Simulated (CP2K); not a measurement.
# Nb under changes of volume

One of the cells (18.428 Å³/atom); the others are scaled copies at fixed shape and fractional positions:

```
Nb
1.0
     2.88205    0.00000    0.00000
    -0.96068    2.71722    0.00000
    -0.96068   -1.35861    2.35318
Nb
1
Direct
  0.00000 0.00000 0.00000
```

| Quantity | Value |
| --- | --- |
| Program | CP2K 2026.2 |
| Functional | LDA |
| Potentials or basis | GTH_POTENTIALS Nb GTH-PADE-q13; TZVP-MOLOPT-PBE-GTH basis |
| Density cutoff | 6123 eV |
| k mesh | 11 × 11 × 11 |
| Occupations | fermi-dirac, width 0.05 eV |
| Spin | no spin polarisation |

```csv
volume (Å³/atom),energy over the lowest point (meV/atom),pressure (GPa)
17.322,0.00,-0.8
17.691,6.35,-4.7
18.060,?,?
18.428,43.84,-11.5
18.797,73.72,-14.5
19.165,110.22,-17.3
19.534,152.73,-19.7
```

**Question.** What does the run at 18.060 Å³/atom give?

**Answer.** Energy over the lowest point 21.18 meV/atom; pressure -8.3 GPa.

Worked out: A Birch-Murnaghan fit of order 3 (a polynomial in V^(-2/3)) to the other rows has its minimum at 17.25 Å³/atom, just outside them, with B0 = V·E''(V) = 192 GPa and B' = 3.0. It gives 21.20 meV/atom at 18.060 Å³/atom, against the run's 21.18, and -dE/dV = -8.2 GPa, against -8.3.

Energies are extrapolated to zero smearing.

Caveats: the basis of atomic orbitals isn't converged, which shifts pressures, moduli and gaps.
